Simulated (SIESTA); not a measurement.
Crystal: TiO2.

```xyz
12
Lattice="6.1536 -1.8835 0.0000 6.1536 1.8835 0.0000 -1.9283 0.0000 6.3290" Properties=species:S:1:pos:R:3 pbc="T T T"
Ti   10.5189    0.0000    1.8329
Ti    1.8562    0.0000    1.7959
Ti   -0.1400    0.0000    4.4961
Ti    8.5226    0.0000    4.5330
O     3.8886    0.0000    1.8569
O     1.9846    0.0000    4.1297
O     8.7534    0.0000    6.2992
O     8.3943    0.0000    2.1993
O    10.3741    0.0000    3.9874
O     1.6255    0.0000    0.0298
O     6.4903    0.0000    4.4721
O     0.0047    0.0000    2.3416
```

The cell comes from a database or a generator and needn't be the stable form of this composition.

Base run:

```yaml
Program: SIESTA 5.4.2
Functional: PBE
Potentials_or_basis: PseudoDojo 0.4 standard (PBE files)
Basis: TZDP (energy shift 0.002 Ry)
Grid_cutoff: 800 Ry
Energy_shift: 0.002 Ry
k_mesh: 6 × 6 × 3
Occupations: fermi-dirac, width 0.05 eV
Spin: no spin polarisation
```

Its results: band gap on the k mesh 2.71 eV, indirect (least direct gap 2.84 eV); pressure 0.4 GPa; largest force 0.094 eV/Å.

**Question.** After a change of settings the same cell gave: band gap on the k mesh 2.46 eV, indirect (least direct gap 2.57 eV); pressure 1.9 GPa; largest force 0.151 eV/Å. Which change was it?
A. basis from TZDP (energy shift 0.002 Ry) to SZP (energy shift 0.002 Ry)
B. functional from PBE to vdW-DF; basis from TZDP (energy shift 0.002 Ry) to DZP (energy shift 0.002 Ry)
C. basis from TZDP (energy shift 0.002 Ry) to TZDP (energy shift 0.02 Ry); energy shift from 0.002 Ry to 0.02 Ry

**Answer.** A.

Caveats: the basis of atomic orbitals isn't converged, which shifts pressures, moduli and gaps; semicore shells carry a single zeta, which can move pressures by several GPa and volumes by a few percent (some runs).
